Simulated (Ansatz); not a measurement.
# Ballistic area resistance of Tc(0001) films, 1 to 10 layers, between Ir(111) leads (PBEsol) and Rh(111) leads (PBE)

An ordinary metal film doubles its resistance when its thickness doubles, because electrons scatter inside it. A perfect film between perfect leads has nothing inside it to scatter them, yet it still resists the current. What sets that resistance, and does thickness matter at all?

The question can be put as a design exercise, and only as an exercise, since technetium has no stable isotope. A Tc spacer is to sit in a square contact of 20 nm × 20 nm, with Ir or Rh on both sides. It must be at least three layers thick, so that a closed film is plausible, and its ballistic part may add no more than 2 Ω. The calculated quantity is the area resistance of the junction beyond that of the perfect lead.

## Set-up

Planar junctions lead / film / lead, one atom a layer where the face allows, current normal to the layers. Leads are perfect crystals at room-temperature lattice constants. The film takes the lead's in-plane lattice, with its layer spacing set to keep its own atomic volume; all atoms sit on ideal sites and are not relaxed. Program: Ansatz 0.2.0, plane waves with PAW potentials of the set soft_1 (made for PBE) for the lead metals and of Ansatz's own set for Tc, functional as each row names it (PBE, PBEsol), wave cutoff 500 eV for the junctions (separate bulk runs of the lead metals use 420 eV and PBE throughout), Fermi-Dirac smearing of 0.1 eV. No spin polarisation and no spin-orbit coupling. Transport is ballistic and coherent at zero bias (Landauer, wave matching layer by layer), averaged over a mesh of wavevectors across the current and over the Fermi window at 300 K; no phonons or disorder. Selection: Runs whose potential in the leads had a step over 25 meV, or whose mesh the program flagged as unconverged, are left out. Runs with an error estimate over 15 per cent are left out.

Notes on method and selection:

- Interfaces are ideal and ordered, so the wavevector along the interface is conserved; real interfaces are mixed and rough.
- Quantum-well states in the film make the resistance oscillate with thickness.
- The typed smearing and mesh set the lead's Fermi level, which moves conductances of d metals by some per cent, and most where the lead's density of states is steep.
- Spin-orbit coupling is left out where no row notes it, which matters most for the elements from Hf on.
- A perfect film has no bulk resistance here, and nothing scatters electrons between its faces, so the added resistance is not twice a symmetric interface resistance: it holds the mismatch of channels too, since a film with fewer channels than its lead caps the conductance, and swapping film and lead changes it.
- The functional differs between rows (PBE, PBEsol, as each names it), which is to be said wherever rows are compared.
- Runs in which the search for lower states was switched off are not listed.
- Runs that did not converge, have known faults or may not be shown are not listed, and runs on Ansatz's PAW sets soft_1 and soft_2 are kept to separate tables.

Columns:

- layers: atomic layers in the film.
- lead conductance (1e15 S/m²): Sharvin conductance of the perfect lead along the same normal.
- film strain (%): in-plane linear strain of the film on the lead's lattice against its own room-temperature lattice, positive when stretched.
- error estimate (%): the program's own largest estimate of the error of the conductance (mesh, energy step, lead length).
- area resistance (1e-15 Ω m²): area resistance beyond that of the perfect lead, A (1/G - 1/G_lead), both spins.
- transmitted share: conductance divided by the Sharvin conductance of the perfect lead.

Input lines of one member:

```
kpoints:
  mp_grid: { grid: [16, 16, 1] }
hamiltonian:
  xc: pbesol
  pseudopotentials: { kind: paw, azcp: { Ir: "soft_1/Ir.paw.azcp" }, xc_functional: pbe }
scf:
  occupations: { method: fermi_dirac, width: 0.1 }
output:
  transmission: { leads: [[0, 1]], kmesh: [30, 30], e_range: [-1.0, 1.0], de: 0.036 }
```

Command (options for logging and memory left out): `ansatz run input.yaml --threads 4 --backend cpu`

## Results

| member | film and lead, functional | layers | lead conductance (1e15 S/m²) | film strain (%) | error estimate (%) | area resistance (1e-15 Ω m²) | transmitted share |
| --- | --- | --- | --- | --- | --- | --- | --- |
| 3 layers | Tc(0001) in Ir(111), PBEsol | 3 | 1.930 | −0.9 | 9 | 0.793 | 0.395 |
| 5 layers | Tc(0001) in Ir(111), PBEsol | 5 | 1.931 | −0.9 | 10 | 0.901 | 0.365 |
| 6 layers | Tc(0001) in Ir(111), PBEsol | 6 | 1.930 | −0.9 | 6 | 0.858 | 0.377 |
| 8 layers | Tc(0001) in Ir(111), PBEsol | 8 | 1.930 | −0.9 | 6 | 0.767 | 0.403 |
| 10 layers | Tc(0001) in Ir(111), PBEsol | 10 | 1.930 | −0.9 | 7 | 0.796 | 0.394 |
| 1 layer | Tc(0001) in Rh(111), PBE | 1 | 2.228 | −1.9 | 3 | 0.367 | 0.550 |
| 3 layers | Tc(0001) in Rh(111), PBE | 3 | 2.229 | −1.9 | 13 | 0.723 | 0.383 |
| 5 layers | Tc(0001) in Rh(111), PBE | 5 | 2.228 | −1.9 | 7 | 0.837 | 0.349 |
| 7 layers | Tc(0001) in Rh(111), PBE | 7 | 2.228 | −1.9 | 6 | 0.722 | 0.383 |
| 9 layers | Tc(0001) in Rh(111), PBE | 9 | 2.228 | −1.9 | 7 | 0.776 | 0.366 |

## Mechanism

In Rh(111) the added resistance roughly doubles from one layer to three, 0.723 / 0.367 = 1.97, and then stops growing. In units of 10⁻¹⁵ Ω m² per layer, the slope is (0.723 − 0.367) / 2 = 0.178 at first, but only (0.776 − 0.723) / 6 = 0.009 between three and nine layers, which is zero within the error estimates. In Ir(111) the three-layer and ten-layer films differ by 0.003.

This is what ballistic theory leads one to expect. An electron keeps its wavevector along the interface, so it crosses a thick film only if Tc has a propagating state at that wavevector and energy, and only as well as that state matches those of the lead. Both conditions are independent of thickness, apart from quantum-well oscillations. In a single layer, lead states that would decay inside Tc can still reach the other side, which lowers the resistance. The table gives total conductances, not the separate contributions of propagating and decaying states.

The effect of the lead is weaker. The Ir junctions add more than the Rh junctions by 0.793 − 0.723 = 0.070 at three layers and 0.901 − 0.837 = 0.064 at five, less than the error of either member of each pair. The functional changes along with the lead; at fixed lattice constants that may shift a conductance by roughly a few per cent, so it could supply a good part of the difference. The film is also compressed more in Rh, by 1.9 % against 0.9 %.

The transmitted share points the other way: at three layers it is 0.395 in Ir and 0.383 in Rh. There is no contradiction, because the share is measured against the lead's own conductance, which is larger for Rh by 2.229 / 1.930 = 1.15.

## Outliers

The one-layer film in Rh(111) stands well apart from the rest. Its added resistance lies below the lowest of the thicker Rh films by 0.722 − 0.367 = 0.355, and its error estimate, 3 %, is the smallest in the table, so the drop is numerically sound. Its exact size is less certain: every Tc bond to a neighbouring layer is an interface bond here, and the interface spacing was not relaxed. No one-layer film in Ir is shown, so the drop rests on one lead.

The five-layer film has the highest resistance in both series. The excess over the mean of the other films of three or more layers is about 0.10 in each lead, close to the error, and is not read as a quantum-well peak.

The three-layer film in Rh has the largest error estimate, 13 %, and a further calculation of it gave somewhat different channel counts and transmission at the Fermi level.

## Choosing a member

The contact area is A = 20 × 20 = 400 nm², or 4 × 10⁻¹⁶ m², and the added resistance is R = AR / A, where AR is the tabulated area resistance. With AR in 10⁻¹⁵ Ω m², this is R = AR / 0.40 in ohms.

The thickness condition removes the one-layer film and leaves nine candidates. Three exceed 2 Ω: five layers in Rh (0.837 / 0.40 = 2.09 Ω), six in Ir (0.858 / 0.40 = 2.15 Ω) and five in Ir (0.901 / 0.40 = 2.25 Ω). Six pass at face value: seven and three layers in Rh (both 1.81 Ω), eight in Ir (0.767 / 0.40 = 1.92 Ω), nine in Rh (0.776 / 0.40 = 1.94 Ω), three in Ir (0.793 / 0.40 = 1.98 Ω) and ten in Ir (0.796 / 0.40 = 1.99 Ω).

The error estimate p applies to the whole conductance, so it acts on the lead's share of the resistance as well: δR = p × (AR + 1/G_lead) / A, with 1/G_lead equal to 1 / 2.228 = 0.449 for Rh and 1 / 1.930 = 0.518 for Ir in the same units as AR.

- Seven layers in Rh: 0.06 × (0.722 + 0.449) / 0.40 = 0.18 Ω, upper end (0.722 + 0.06 × (0.722 + 0.449)) / 0.40 = 1.98 Ω.
- Three layers in Rh: 0.13 × (0.723 + 0.449) / 0.40 = 0.38 Ω, upper end (0.723 + 0.13 × (0.723 + 0.449)) / 0.40 = 2.19 Ω.
- Eight layers in Ir: 0.06 × (0.767 + 0.518) / 0.40 = 0.19 Ω, upper end (0.767 + 0.06 × (0.767 + 0.518)) / 0.40 = 2.11 Ω.

The other three also cross the limit once their errors are added. The pick is therefore seven layers in Rh(111), the only candidate whose upper end, to first order in the error, stays below 2 Ω. The margin is just 0.02 Ω, too thin to count as a guarantee. The runner-up depends on the measure: by tabulated resistance it is three layers in Rh, equal to the pick but less well converged; by upper end it is eight layers in Ir.

The pick is a choice of the safest row, not evidence that seven layers conduct better than three. A better converged calculation of the three-layer film could reverse the order. Dropping the thickness condition certainly would: the single layer adds only 0.367 / 0.40 = 0.92 Ω.

## Rules of thumb and their limits

For three to ten layers in Ir and three to nine in Rh, a simple estimate of the added resistance is the mean of the rows in that range. In units of 10⁻¹⁵ Ω m² this is (0.793 + 0.901 + 0.858 + 0.767 + 0.796) / 5 = 0.82 in Ir and (0.723 + 0.837 + 0.722 + 0.776) / 4 = 0.76 in Rh; each row lies on average roughly 0.06 from the mean of the others in its lead. The single layer falls outside this rule.

Two omitted effects can match or exceed the spread of 0.18 among these films. Scattering by phonons and defects inside the film raises the resistance in proportion to thickness: a resistivity of roughly 10⁻⁷ Ω m, typical of transition metals, adds about 0.2 over 2 nm. Interface mixing may change the result by tens of per cent, in either direction, because it opens forbidden channels but also scatters electrons back.

[Logs are printed without paths, hosts, clocks, repeated set-up lines and the standing remarks that a program may print on its own settings, such as how far it seeks lower states.]
